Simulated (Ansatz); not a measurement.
An Ansatz input:

```yaml
crystal:
  lattice:
    - [0.0, 2.4160732619, 2.4160732619]
    - [2.4160732619, 0.0, 2.4160732619]
    - [2.4160732619, 2.4160732619, 0.0]
  atoms:
    - { symbol: Tl, position: [0.0, 0.0, 0.0] }
hamiltonian:
  xc: lda
  pseudopotentials:
    kind: paw
    azcp:
      Tl: "pseudopotentials/Tl.paw.azcp"
basis:
  ecutwfc: 420
  fft_grid_basis: typed
kpoints:
  mp_grid: { grid: [13, 13, 13], shift: [0, 0, 0] }
magnetization:
  spin_polarized: false
scf:
  occupations: { method: fermi_dirac, width: 0.1 }
  lower_state_search: "off"
output:
  stress: true
```

and its output:

```
Warning: the record states the generating functional pbe (its physics header spells it `PBE`), which answers neither for hamiltonian.xc's functional nor for the lda family's — results may be inconsistent (PPs are generated against a specific XC)
Engine: ansatz 0.2.0, aarch64-unknown-linux-gnu
Pseudopotentials: kind: paw
Pseudopotential: Tl, paw, valence charge 13, recommended cutoff 420 eV (normal) 
Functional definition: SPW92
  exchange = slater_x
  correlation = pw_c
Crystal: 1 atoms, lattice volume = 28.207 Å³
Basis set: ecut = 420 eV, 537 PW (Γ)
Bands: 11, of which v1, the nominal top of the filled ones, is band 7 counted from 1 (6 counted from 0)
Symmetry: 48 space group operations
Space group: Fm-3m (ITA 225), of the structure as read, at distance tolerance 3.0e-5 Å
k-points: 84 of 2197
Non-local potential: Tl, projectors of the file, l = 0: 2, l = 1: 2, l = 2: 2, l = 3: 1
PAW form: soft (Blöchl's): semilocal exchange-correlation on the pseudo side does not see the compensation charge
PAW frozen core: Tl, regenerated for the run's functional, and the local potential with it (the file was generated under x = pbe(κ = 0.804, μ = 0.2195149727645171), c = pbe(β = 0.06672455060314922))
PAW one-centre angular grid: Tl, 590 points (default); XC on 64 Gauss nodes
Initial density: superposition of atomic densities (neutral atoms: chi_scale 0, normalization atom), corrected by the library's trained network
Initial wavefunctions: pseudopotential atomic-orbital guess
Functional: x = slater, c = lda
SCF iter   1: F=—  HF=-11146.585460 eV  |F-HF|=—  |Δ(HF+E_count)|=         —  Δρ=4.81e-3  dr2=5.34e-3  ethr=1.77e-3  ⟨swp⟩=5.3  Hψ=5833  notcnv=0
SCF iter   2: F=—  HF=-11146.582900 eV  |F-HF|=—  |Δ(HF+E_count)|=   2.56e-3  Δρ=2.08e-3  dr2=1.15e-3  ethr=4.11e-5  ⟨swp⟩=2.0  Hψ=2092  notcnv=0
SCF iter   3: F=—  HF=-11146.582455 eV  |F-HF|=—  |Δ(HF+E_count)|=   4.46e-4  Δρ=3.02e-4  dr2=2.87e-5  ethr=8.82e-6  ⟨swp⟩=2.0  Hψ=1405  notcnv=0
SCF iter   4: F=—  HF=-11146.582443 eV  |F-HF|=—  |Δ(HF+E_count)|=   1.14e-5  Δρ=6.44e-5  dr2=9.25e-7  ethr=2.21e-7  ⟨swp⟩=2.0  Hψ=1415  notcnv=0
iter 5 did not close the SCF: its close was put off for the readings that it lacked (scf_convergence_deferred on its scf_iter line)
SCF iter   5: F=-11146.582444 eV  HF=-11146.582444 eV  |F-HF|=2.10e-8  |Δ(HF+E_count)|=   2.67e-7  Δρ=1.61e-5  dr2=5.44e-8  ethr=7.11e-9  ⟨swp⟩=2.2  Hψ=1361  notcnv=0
SCF iter   6: F=-11146.582444 eV  HF=-11146.582444 eV  |F-HF|=5.58e-10  |Δ(HF+E_count)|=   3.48e-9  Δρ=1.36e-6  dr2=6.28e-10  ethr=4.18e-10  ⟨swp⟩=2.1  Hψ=3273  notcnv=0
SCF 1 converged in 6 iterations: F = -11146.582444 eV  dr2 = 6.28e-10
SCF converged after 6 iterations
Free energy (F): -11146.582444 eV
Harris-Foulkes:  -11146.582444 eV  (|F-HF|=5.58e-10)
Internal energy: -11146.565674 eV  (E = F + TS)
E sigma→0 (E₀):  -11146.574059 eV
Entropy (-TS):   -0.016770 eV (-16.770 meV/atom)
Fermi energy:    10.154717 eV
--- Per-component energies (eV) ---
  E_band       = 6.077382
  E_kinetic    = 333.557534
  E_local      = -868.814459  (includes V_loc(G=0)·N_el)
  E_nonlocal   = 321.326622
  E_hartree    = 319.035961
  E_xc         = -228.918069
  E_vxc        = -143.085167  (∫ρ·V_xc dr)
  E_paw        = -9868.109735  (= ΣΔE_a)
  E_vpaw       = -274.979897  (= ΣTr[D̂ρ^β])
  E_aug_tail   = 0.000032  (compensation charges beyond the density's cutoff)
  E_ewald      = -1154.501999
  E_core_change = -0.141561  (= ΣΔE_core)
  E_smearing   = -0.016770  (= −TS)
  E_closure    = -0.000000  (closes the sum)
  Σ components = -11146.582444   (vs F -11146.582444, Δ=0.00e0)
--- Stress (GPa, compression-positive) ---
       -1.566588       0.000000      -0.000000
       -0.000000      -1.566588       0.000000
       -0.000000      -0.000000      -1.566588
  P = ⅓ Tr σ = -1.5666 GPa (-15.666 kbar)
```

Command:

```sh
ansatz run input.yaml --threads 2 --pin off --max-ram 5120MiB --backend cpu --events-out ev --progress --plain --runs-dir out
```

On 2 threads of Arm Neoverse V1 (shared host) this took about 0.84 s of wall time and 1.5 s of CPU time.
